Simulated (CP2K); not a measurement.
Crystal: Pd.

```
Pd
1.0
     2.75277    0.00000    0.00000
     1.37638    2.38397    0.00000
     1.37638    0.79466    2.24762
Pd
1
Direct
  0.00000 0.00000 0.00000
```

Program: CP2K 2026.2. Alike in all runs: task single point; potentials or basis POTENTIAL_UZH Pd GTH-PBE-q18; TZVP-MOLOPT-PBE-GTH basis; no spin polarisation; cell as given; k mesh 12 × 12 × 12; smearing fermi-dirac 0.05 eV.

Question: Order these runs on this cell by their pressure, lowest first.
A. level PBE+D4; cutoff radius of the dispersion sum (A) 20
B. level PBE+rVV10; cutoff of the non-local correlation (Ry) 300
C. level PBE+D3; cutoff radius of the dispersion sum (A) 20
D. level PBE

Answer: C (1.1 GPa), A (3.9 GPa), B (5.9 GPa), D (9.0 GPa).

Caveats: the basis of atomic orbitals isn't converged, which shifts pressures, moduli and gaps; pairwise dispersion overbinds metals, which lowers pressure and volume (some runs).
